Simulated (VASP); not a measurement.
Here is a VASP 6.6.1 calculation.

File INCAR:

```
SYSTEM = Se
PREC = Accurate ; ENCUT = 520
EDIFF = 1E-6 ; ISMEAR = 0
SIGMA = 0.05 ; LREAL = .False.
LASPH = .True. ; NELM = 60
ALGO = Fast ; ISIF = 2
LWAVE = .False. ; LCHARG = .False.
GGA = PE ; NBANDS = 9
```

The input KPOINTS:

```
Automatic mesh
0
Gamma
  8 8 8
  0 0 0
```

File POSCAR:

```
Se
1.0
   -1.7034486149      1.7034486149      1.7034486149
    1.7034486149     -1.7034486149      1.7034486149
    1.7034486149      1.7034486149     -1.7034486149
Se
1
Direct
    0.0000000000      0.0000000000      0.0000000000
```

Potentials or basis: VASP PAW PBE potentials, release 64 (Se).

The run is started by

```sh
$ cat potpaw_PBE.64/Se/POTCAR > POTCAR
$ mpirun -np 1 vasp_std > vasp.out
```

Problem. Estimate the band gap on the k mesh.

Solution. None (metal or under the smearing width).

Problem. Predict the pressure.

Solution. 1.8 GPa.
